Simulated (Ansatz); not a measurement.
Crystal: Hf.

```xyz
1
Lattice="0.0000 2.2200 2.2200 2.2200 0.0000 2.2200 2.2200 2.2200 0.0000" Properties=species:S:1:pos:R:3 pbc="T T T"
Hf    0.0000    0.0000    0.0000
```

This isn't the form of Hf at room conditions, which is hcp.

Program: Ansatz 0.2.0. Alike in all runs: potentials or basis Ansatz PAW; cell as given; k mesh 10 × 10 × 10.

Problem. Order these runs on this cell by their pressure, lowest first.
A. level r2SCAN+D4; spin SOC, no magnetisation; cutoff (eV) 500; smearing methfessel-paxton 0.05 eV
B. level PBEsol+D3(BJ)+U; spin off; U Hf d U = 4 eV; cutoff (eV) 420; smearing tetrahedron; hubbard projectors atomic; double counting fll (the default)
C. level BLYP; spin SOC, no magnetisation; cutoff (eV) 420; smearing cold 0.1 eV

Solution. B (-6.5 GPa), A (1.5 GPa), C (5.7 GPa).

Caveats: the PAW data sets come from PBE, with cores solved anew for the run's functional, which leaves a small shift of forces and pressure; pairwise dispersion overbinds metals, which lowers pressure and volume (some runs); the potentials were made for another functional, which shifts forces and pressure (some runs); U without spin polarisation on a metal has little footing (some runs); the U is typed as a test and isn't derived for this compound (some runs).

Not every run made on this cell is shown here.
